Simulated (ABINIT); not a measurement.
# Al2O3 (Corundum) (R-3c) in ABINIT: notebook

Aim: see how the results for Al2O3 (Corundum) move with the level of theory and the settings. Levels: LDA, PBEsol. Tasks: relaxation of cell and atoms.

All numbers are computed with ABINIT 10.8.3 (patched build); they aren't measurements. Logs are shortened: lines on timing, memory, paths and dates and some standing lists are left out, and cuts for length are marked. The log counts tension as positive stress, the text compression.

## Step 1: The crystal as given

Symmetry: R-3c, No. 167, trigonal system. The conventional cell has a = 4.760 Å, b = 4.760 Å, c = 12.996 Å, α = 90.00°, β = 90.00°, γ = 120.00°. Al (site symmetry 3) has 6 O at 1.85 to 1.97 Å as nearest neighbours. O (site symmetry 2) is surrounded by 4 Al at 1.85 to 1.97 Å.

## Step 2: Relaxation of cell and atoms, LDA

Contents of run.abi:

```
# Pseudopotentials
pp_dirpath "./"
pseudos "Al.LDA_PW-JTH.xml, O.LDA_PW-JTH.xml"

# Structure
acell 9.6947165888 9.6947165888 9.6947165888
rprim
     0.4639661786     0.2678709981     0.8443817345
    -0.4639661786     0.2678709981     0.8443817345
     0.0000000000    -0.5357419962     0.8443817345
ntypat 2
znucl 13 8
natom 10
typat 1 1 1 1 2 2 2 2 2 2
xred
     0.8521600000     0.8521600000     0.8521600000
     0.6478400000     0.6478400000     0.6478400000
     0.1478400000     0.1478400000     0.1478400000
     0.3521600000     0.3521600000     0.3521600000
     0.0566800000     0.7500000000     0.4433200000
     0.7500000000     0.4433200000     0.0566800000
     0.4433200000     0.0566800000     0.7500000000
     0.9433200000     0.2500000000     0.5566800000
     0.2500000000     0.5566800000     0.9433200000
     0.5566800000     0.9433200000     0.2500000000
chkprim 0
chksymtnons 0
tolsym 1.0e-6

# Plane-wave basis
ecut 23.0
pawecutdg 45.0
pawovlp -1

# k points
kptopt 1
ngkpt 5 5 5
nshiftk 1
shiftk 0.0 0.0 0.0

# Exchange and correlation
ixc 7

# Bands and occupations
nband 30
occopt 3
tsmear 0.05 eV

# SCF cycle
nstep 100
tolvrs 1.0e-9

# Output
iomode 3
prtwf 0
prtden 0
prteig 0
prtebands 0
enunit 1

# Relaxation
ionmov 2
ntime 60
tolmxf 5.0e-5
optcell 2
dilatmx 1.08
ecutsm 0.5
```

Potentials or basis: JTH PAW LDA v2.0.

The run is started by

```bash
abinit run.abi > log 2>&1
```

run.abo:

```text
.Version 10.8.3 of ABINIT
 Symmetries : space group R-3 c (#167); Bravais hR (rhombohedral)
================================================================================
 Values of the parameters that define the memory need of the present run
     intxc =       0    ionmov =       2      iscf =      17    lmnmax =       8
     lnmax =       4     mgfft =      48  mpssoang =       2    mqgrid =    3001
     natom =      10  nloc_mem =       2    nspden =       1   nspinor =       1
    nsppol =       1      nsym =      12    n1xccc =       1    ntypat =       2
    occopt =       3   xclevel =       1
       mpw =        3841          nfft =      110592          nkpt =          19
 PAW method is used; the additional fine FFT grid is defined by:
   mgfftf=        64    nfftf =    262144
================================================================================
================================================================================

--------------------------------------------------------------------------------
------------- Echo of variables that govern the present computation ------------
--------------------------------------------------------------------------------
 -outvars: echo values of preprocessed input variables --------
            acell      9.6947165888E+00  9.6947165888E+00  9.6947165888E+00 Bohr
              amu      2.69815390E+01  1.59994000E+01
          chkprim           0
      chksymtnons           0
          dilatmx      1.08000000E+00
             ecut      2.30000000E+01 Hartree
           ecutsm      5.00000000E-01 Hartree
           enunit           1
           ionmov           2
              ixc           7
         kptrlatt        5    0    0      0    5    0      0    0    5
          kptrlen      4.49802061E+01
            natom          10
            nband          30
            ngfft          48      48      48
          ngfftdg          64      64      64
             nkpt          19
            nstep         100
             nsym          12
            ntime          60
           ntypat           2
           occopt           3
          optcell           2
        pawecutdg      4.50000000E+01 Hartree
          pawovlp     -1.0000000000E+00
           prtden           0
        prtebands           0
           prteig           0
            prtwf           0
            rprim      4.6396617860E-01  2.6787099810E-01  8.4438173450E-01
                      -4.6396617860E-01  2.6787099810E-01  8.4438173450E-01
                       0.0000000000E+00 -5.3574199620E-01  8.4438173450E-01
          spgroup         167
           tolsym      1.00000000E-06
           tolvrs      1.00000000E-09
           tsmear      1.83746611E-03 Hartree
            typat      1  1  1  1  2  2  2  2  2  2
           useylm           1
           xangst      1.0716854268E-16  8.5279949884E-17  1.1074330489E+01
                      -3.4217043198E-16 -1.5542018933E-16  8.4190694986E+00
                       1.7647138460E-17  1.4685934906E-17  1.9212695028E+00
                      -2.4961874952E-17  2.8491249551E-18  4.5765304931E+00
                      -1.6502749289E+00 -1.0988406867E-01  5.4148333299E+00
                       7.2997506953E-01  1.4841220460E+00  5.4148333299E+00
                       9.2029985941E-01 -1.3742379773E+00  5.4148333299E+00
                       1.6502749289E+00  1.0988406867E-01  7.5807666618E+00
                      -7.2997506953E-01 -1.4841220460E+00  7.5807666618E+00
                      -9.2029985941E-01  1.3742379773E+00  7.5807666618E+00
            xcart      2.0251919498E-16  1.6115574931E-16  2.0927451652E+01
                      -6.4660840483E-16 -2.9370159227E-16  1.5909735587E+01
                       3.3348258596E-17  2.7752394875E-17  3.6306731743E+00
                      -4.7171107248E-17  5.3840658637E-18  8.6483892388E+00
                      -3.1185676482E+00 -2.0765079538E-01  1.0232552011E+01
                       1.3794529602E+00  2.8045842043E+00  1.0232552011E+01
                       1.7391146880E+00 -2.5969334089E+00  1.0232552011E+01
                       3.1185676482E+00  2.0765079538E-01  1.4325572815E+01
                      -1.3794529602E+00 -2.8045842043E+00  1.4325572815E+01
                      -1.7391146880E+00  2.5969334089E+00  1.4325572815E+01
             xred      8.5216000000E-01  8.5216000000E-01  8.5216000000E-01
                       6.4784000000E-01  6.4784000000E-01  6.4784000000E-01
                       1.4784000000E-01  1.4784000000E-01  1.4784000000E-01
                       3.5216000000E-01  3.5216000000E-01  3.5216000000E-01
                       5.6680000000E-02  7.5000000000E-01  4.4332000000E-01
                       7.5000000000E-01  4.4332000000E-01  5.6680000000E-02
                       4.4332000000E-01  5.6680000000E-02  7.5000000000E-01
                       9.4332000000E-01  2.5000000000E-01  5.5668000000E-01
                       2.5000000000E-01  5.5668000000E-01  9.4332000000E-01
                       5.5668000000E-01  9.4332000000E-01  2.5000000000E-01
            znucl       13.00000    8.00000

================================================================================

 chkinp: Checking input parameters for consistency.

================================================================================
== DATASET  1 ==================================================================
[... 1164 lines left out ...]
    6      0.72271230476917     1.47736755463647     5.36810060208178
    7      0.91808168070331    -1.36457099285353     5.36810060208178
    8      1.64079398547248     0.11279656178294     7.51534084291449
    9     -0.72271230476917    -1.47736755463647     7.51534084291449
   10     -0.91808168070331     1.36457099285353     7.51534084291449

 cartesian forces (hartree/bohr) at end:
    1      0.00000000000000     0.00000000000000     0.00001687076416
    2     -0.00000000000000     0.00000000000000    -0.00001687076416
    3     -0.00000000000000     0.00000000000000    -0.00001687076416
    4     -0.00000000000000    -0.00000000000000     0.00001687076416
    5     -0.00000103254615    -0.00000178842240     0.00000000000000
    6     -0.00000103254615     0.00000178842240    -0.00000000000000
    7      0.00000206509230    -0.00000000000000     0.00000000000000
    8      0.00000103254615     0.00000178842240    -0.00000000000000
    9      0.00000103254615    -0.00000178842240     0.00000000000000
   10     -0.00000206509230    -0.00000000000000    -0.00000000000000
 frms,max,avg= 6.2291743E-06 1.6870764E-05   0.000E+00  0.000E+00  0.000E+00 h/b

 cartesian forces (eV/Angstrom) at end:
    1      0.00000000000000     0.00000000000000     0.00086752957365
    2     -0.00000000000000     0.00000000000000    -0.00086752957365
    3     -0.00000000000000     0.00000000000000    -0.00086752957365
    4     -0.00000000000000    -0.00000000000000     0.00086752957365
    5     -0.00005309565795    -0.00009196437724     0.00000000000000
    6     -0.00005309565795     0.00009196437724    -0.00000000000000
    7      0.00010619131590    -0.00000000000000     0.00000000000000
    8      0.00005309565795     0.00009196437724    -0.00000000000000
    9      0.00005309565795    -0.00009196437724     0.00000000000000
   10     -0.00010619131590    -0.00000000000000    -0.00000000000000
 frms,max,avg= 3.2031702E-04 8.6752957E-04   0.000E+00  0.000E+00  0.000E+00 e/A
 length scales=  9.615490047518  9.615490047518  9.615490047444 bohr
              =  5.088298201359  5.088298201359  5.088298201320 angstroms
 Fermi (or HOMO) energy (eV) =  10.33569   Average Vxc (eV)= -11.85403
 Eigenvalues (   eV  ) for nkpt=  19  k points:
 kpt#   1, nband= 30, wtk=  0.00800, kpt=  0.0000  0.0000  0.0000 (reduced coord)
 -11.98356   -9.46405   -9.15795   -9.15795   -8.81185   -8.81185    0.12189    1.13557
   1.49532    1.49532    2.63373    2.70233    2.70233    3.76871    4.21338    5.78215
   5.78215    5.89638    5.89638    6.70871    6.70871    7.19167    7.19167    7.23301
  13.66564   16.32096   17.99309   18.78327   18.78327   18.81877
 prteigrs : prtvol=0 or 1, do not print more k-points.

--- !EnergyTerms
iteration_state     : {dtset: 1, itime: 7, icycle: 1, }
comment             : Components of total free energy in Hartree
kinetic             :  5.04196334703581E+01
hartree             :  2.64814404973826E+01
xc                  : -2.22984241740134E+01
Ewald energy        : -8.87518222281539E+01
psp_core            :  7.60061992617779E-01
local_psp           : -8.16348014607299E+01
PAW spherical_terms :  8.91164953140749E+00
internal            : -1.06112262371131E+02
'-kT*entropy'       :  3.75883816424686E-15
total_energy        : -1.06112262371131E+02
total_energy_eV     : -2.88746175681573E+03
...

--- !EnergyTermsDC
iteration_state     : {dtset: 1, itime: 7, icycle: 1, }
comment             : '"Double-counting" decomposition of free energy'
band_energy         :  1.50619464888278E+00
Ewald energy        : -8.87518222281539E+01
psp_core            :  7.60061992617779E-01
xc_dc               : -2.07984017233208E+01
PAW spherical_terms :  1.17170126369182E+00
internal            : -1.06112266046282E+02
'-kT*entropy'       :  3.75883816424686E-15
total_energy_dc     : -1.06112266046282E+02
total_energy_dc_eV  : -2.88746185682168E+03
...

--- !EnergyTermsWithPAWCore
iteration_state     : {dtset: 1, itime: 7, icycle: 1, }
comment             : 'Components of total free energy, including PAW core contributions'
Total energy        : -1.41727743304295E+03
Total energy DC     : -1.41727743671810E+03
Total energy (eV)   : -3.85660836482442E+04
Total energy DC (eV): -3.85660837482501E+04
...

 rms coord change=  5.7990E-04   atom, delta coord (reduced):
     1       -0.000173836832     -0.000173836832     -0.000173836832
     2        0.000173836832      0.000173836832      0.000173836832
     3        0.000173836832      0.000173836832      0.000173836832
     4       -0.000173836832     -0.000173836832     -0.000173836832
     5       -0.000900274449     -0.000000000000      0.000900274449
     6       -0.000000000000      0.000900274449     -0.000900274449
     7        0.000900274449     -0.000900274449     -0.000000000000
     8        0.000900274449      0.000000000000     -0.000900274449
     9       -0.000000000000     -0.000900274449      0.000900274449
    10       -0.000900274449      0.000900274449      0.000000000000

 Cartesian components of stress tensor (hartree/bohr^3)
  sigma(1 1)=  3.40511816E-08  sigma(3 2)=  0.00000000E+00
  sigma(2 2)=  3.40512787E-08  sigma(3 1)=  0.00000000E+00
  sigma(3 3)=  8.41593398E-08  sigma(2 1)=  0.00000000E+00

-Cartesian components of stress tensor (GPa)         [Pressure= -1.4932E-03 GPa]
- sigma(1 1)=  1.00182035E-03  sigma(3 2)=  0.00000000E+00
- sigma(2 2)=  1.00182321E-03  sigma(3 1)=  0.00000000E+00
- sigma(3 3)=  2.47605326E-03  sigma(2 1)=  0.00000000E+00

== END DATASET(S) ==============================================================
================================================================================

 -outvars: echo values of variables after computation  --------
            acell      9.6154900475E+00  9.6154900475E+00  9.6154900474E+00 Bohr
           etotal     -1.0611226605E+02
            fcart      3.6136529620E-21  2.3350173608E-21  1.6870764161E-05
                      -5.7931006817E-22  4.4009028691E-22 -1.6870764161E-05
                      -5.7931006817E-22  3.8282220759E-21 -1.6870764161E-05
                      -2.4550328256E-21 -4.5568718014E-21  1.6870764161E-05
                      -1.0325461523E-06 -1.7884223970E-06  4.3748250087E-23
                      -1.0325461523E-06  1.7884223970E-06 -6.1595642695E-23
                       2.0650923046E-06 -1.9954075473E-22  8.0045653927E-23
                       1.0325461523E-06  1.7884223970E-06 -8.6560834920E-24
                       1.0325461523E-06 -1.7884223970E-06  4.3748250087E-23
                      -2.0650923046E-06 -5.3272449790E-22 -6.1595642695E-23
            rprim      4.6449838369E-01  2.6817826685E-01  8.4399150988E-01
                      -4.6449838369E-01  2.6817826685E-01  8.4399150988E-01
                       0.0000000000E+00 -5.3635653370E-01  8.4399150988E-01
           strten      3.4051181584E-08  3.4051278650E-08  8.4159339781E-08
                       0.0000000000E+00  0.0000000000E+00  0.0000000000E+00
           xangst     -3.9003495633E-16  1.0592503056E-16  1.0976513845E+01
                      -3.1497071157E-16  1.2907685874E-16  8.3486483224E+00
                      -7.3118817041E-17  5.3327951992E-17  1.9069275999E+00
                      -1.5503306703E-16  1.0592503056E-16  4.5347931226E+00
                      -1.6407939855E+00 -1.1279656178E-01  5.3681006021E+00
                       7.2271230477E-01  1.4773675546E+00  5.3681006021E+00
                       9.1808168070E-01 -1.3645709929E+00  5.3681006021E+00
                       1.6407939855E+00  1.1279656178E-01  7.5153408429E+00
                      -7.2271230477E-01 -1.4773675546E+00  7.5153408429E+00
                      -9.1808168070E-01  1.3645709929E+00  7.5153408429E+00
             xred      8.5198616317E-01  8.5198616317E-01  8.5198616317E-01
                       6.4801383683E-01  6.4801383683E-01  6.4801383683E-01
                       1.4801383683E-01  1.4801383683E-01  1.4801383683E-01
                       3.5198616317E-01  3.5198616317E-01  3.5198616317E-01
                       5.5779725551E-02  7.5000000000E-01  4.4422027445E-01
                       7.5000000000E-01  4.4422027445E-01  5.5779725551E-02
                       4.4422027445E-01  5.5779725551E-02  7.5000000000E-01
                       9.4422027445E-01  2.5000000000E-01  5.5577972555E-01
                       2.5000000000E-01  5.5577972555E-01  9.4422027445E-01
                       5.5577972555E-01  9.4422027445E-01  2.5000000000E-01
 Calculation completed.
```

It took 13 min on 1 thread of Intel Xeon Platinum 8259CL at 2.50GHz (Skylake/Cascade Lake), shared host; peak memory 0.18 GiB.

What came out:

* Free energy: -2887.4619 eV
* Relaxed volume: 8.31 Å³/atom
* Relaxed cell: a = 5.088 Å, b = 5.088 Å, c = 5.088 Å, α = 55.36°, β = 55.36°, γ = 55.36°
* Space group after relaxing (to 0.05 Å): R-3c (No. 167)
* Energy gained by relaxing: 3.7 meV/atom
* Ionic steps: 7
* Pressure after relaxing: 0.0 GPa
* Band gap on the k mesh: 6.43 eV, direct
* Valence electrons inside the program's atomic spheres: Al 0.92; O 4.67

Step by step:
| step | energy change (eV) | largest force (eV/Å) | pressure (GPa) | volume (Å³) |
| --- | --- | --- | --- | --- |
| 1 | 0.0000 | 0.1247 | -5.69 | 85.02 |
| 2 | -0.0337 | 0.0786 | -1.39 | 83.55 |
| 3 | -0.0363 | 0.0468 | 0.10 | 83.07 |
| 4 | -0.0365 | 0.0335 | 0.10 | 83.06 |
| 5 | -0.0366 | 0.0050 | 0.01 | 83.10 |
| 6 | -0.0367 | 0.0027 | 0.00 | 83.10 |
| 7 | -0.0367 | 0.0009 | 0.00 | 83.10 |

Final structure:
```
CELL_PARAMETERS angstrom
2.36351 1.36457 4.29448
-2.36351 1.36457 4.29448
0.00000 -2.72914 4.29448
ATOMIC_POSITIONS crystal
Al 0.85199 0.85199 0.85199
Al 0.64801 0.64801 0.64801
Al 0.14801 0.14801 0.14801
Al 0.35199 0.35199 0.35199
O 0.05578 0.75000 0.44422
O 0.75000 0.44422 0.05578
O 0.44422 0.05578 0.75000
O 0.94422 0.25000 0.55578
O 0.25000 0.55578 0.94422
O 0.55578 0.94422 0.25000
```

LDA gaps usually lie below the measured ones, often by a third to a half. LDA usually gives volumes a few per cent too small.

## Step 3: Relaxation of cell and atoms, PBEsol

Contents of run.abi:

```
pp_dirpath "./"
pseudos "Al.GGA_PBE-JTH.xml, O.GGA_PBE-JTH.xml"

acell 3*1.0
rprim
     4.4980206081     2.5969334089     8.1860416085
    -4.4980206081     2.5969334089     8.1860416085
     0.0000000000    -5.1938668179     8.1860416085
ntypat 2
znucl 13 8
natom 10
typat 1 1 1 1 2 2 2 2 2 2
xcart
     0.0000000000    -0.0000000002    20.9274516512
     0.0000000000    -0.0000000001    15.9097355869
     0.0000000000     0.0000000000     3.6306731742
     0.0000000000    -0.0000000001     8.6483892385
    -3.1185676480    -0.2076507955    10.2325520106
     1.3794529601     2.8045842042    10.2325520106
     1.7391146879    -2.5969334090    10.2325520106
     3.1185676480     0.2076507953    14.3255728148
    -1.3794529601    -2.8045842044    14.3255728148
    -1.7391146879     2.5969334088    14.3255728148
chkprim 0
chksymtnons 0
tolsym 1.0e-6

ecut 625.861884 eV
pawecutdg 45.0
pawxcdev 0
pawovlp -1

kptopt 1
ngkpt 5 5 5
nshiftk 1
shiftk 0.0 0.0 0.0

ixc -116133

nband 30
occopt 3
tsmear 0.05 eV

nstep 100
tolvrs 1.0e-9

iomode 3
prtwf 0
prtden 0
prteig 0
prtebands 0
enunit 2

ionmov 22
ntime 60
tolmxf 5.0e-5
optcell 2
dilatmx 1.08
ecutsm 0.5
```

Potentials or basis: JTH PAW PBE v2.0.

The run is started by

```bash
mpirun --bind-to none -np 4 abinit run.abi > log 2>&1
```

Run time: 2.7 min. Hardware: 4 MPI ranks of Intel Xeon 6975P-C (Granite Rapids), shared host; peak memory 0.68 GiB.

Results (log left out):

- Free energy: -2874.9899 eV
- Relaxed volume: 8.61 Å³/atom
- Relaxed cell: a = 5.148 Å, b = 5.148 Å, c = 5.148 Å, α = 55.36°, β = 55.36°, γ = 55.36°
- Space group after relaxing (to 0.05 Å): R-3c (No. 167)
- Energy gained by relaxing: 1.2 meV/atom
- Ionic steps: 8
- Pressure after relaxing: 0.0 GPa
- Band gap on the k mesh: 5.96 eV, direct
- Valence electrons inside the program's atomic spheres: Al 0.86; O 4.66

Step by step:
| step | energy change (eV) | largest force (eV/Å) | pressure (GPa) | volume (Å³) |
| --- | --- | --- | --- | --- |
| 1 | 0.0000 | 0.1138 | 3.01 | 85.02 |
| 2 | -0.0103 | 0.0940 | 0.68 | 85.80 |
| 3 | -0.0118 | 0.0430 | -0.05 | 86.06 |
| 4 | -0.0120 | 0.0213 | 0.00 | 86.06 |
| 5 | -0.0121 | 0.0081 | -0.05 | 86.07 |
| 6 | -0.0121 | 0.0003 | -0.01 | 86.06 |
| 7 | -0.0121 | 0.0003 | 0.00 | 86.06 |
| 8 | -0.0121 | 0.0002 | 0.00 | 86.06 |

Final structure:
```
Al O
1.0
     2.39123    1.38058    4.34452
    -2.39123    1.38058    4.34452
     0.00000   -2.76116    4.34452
Al O
4 6
Direct
  0.85198 0.85198 0.85198
  0.64802 0.64802 0.64802
  0.14802 0.14802 0.14802
  0.35198 0.35198 0.35198
  0.05558 0.75000 0.44442
  0.75000 0.44442 0.05558
  0.44442 0.05558 0.75000
  0.94442 0.25000 0.55558
  0.25000 0.55558 0.94442
  0.55558 0.94442 0.25000
```

Levels at points of the mesh, in eV from the valence-band top:
```csv
k point,band 22,band 23,band 24,band 25,band 26,band 27
"(0.00, 0.00, 0.00)",-0.03,-0.03,0.00,5.96,8.84,10.51
```

Caveat: the PAW data sets were made with another functional, which shifts forces and pressure a little.
